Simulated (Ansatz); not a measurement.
Runs of Ansatz 0.2.0 on Fe. Symmetry: Im-3m, No. 229, cubic system. The conventional cell has a = 2.886 Å, b = 2.886 Å, c = 2.886 Å, α = 90.00°, β = 90.00°, γ = 90.00°. Fe (site symmetry m-3m) has 8 Fe at 2.50 Å as nearest neighbours. 

| task | level | cell | cutoff (eV) | points for each segment of the path | gap on the mesh (eV) | pressure (GPa) | moment (μB) | relaxed volume (Å³/atom) |
| --- | --- | --- | --- | --- | --- | --- | --- | --- |
| band structure | HSE06 | as given | 420 | 4 | none | 5.4 | 2.89 | - |
| relaxation of cell and atoms | PBE0 | relaxed | 420 | - | none | 0.0 | 2.86 | 12.28 |
| single point | r2SCAN50 | as given | 500 | - | none | 7.8 | (b) | - |
| relaxation of cell and atoms | PBEsol0 | relaxed | 420 | - | none | 0.0 | 2.86 | (a) |
| relaxation of cell and atoms | HSE03 | relaxed | 420 | - | none | 0.0 | 2.89 | 12.40 |

Alike in all rows: potentials or basis Ansatz PAW; spin collinear, ferromagnetic start; k mesh 7 × 7 × 7; smearing fermi-dirac 0.05 eV; the mesh is coarse, so values aren't converged.

Fill in the values left out.

(a) 11.88; (b) 2.90.

Caveats: all runs use coarse meshes; the magnetic or orbital state may not be the lowest; the PAW data sets come from PBE, with cores solved anew for the run's functional, which leaves a small shift of forces and pressure; the plane-wave basis is chosen anew once the cell has moved, so the energies of steps on either side of that aren't comparable (some runs); the thresholds are loose for stress (some runs).

A gap of «none» marks a metal or a gap under the smearing width.
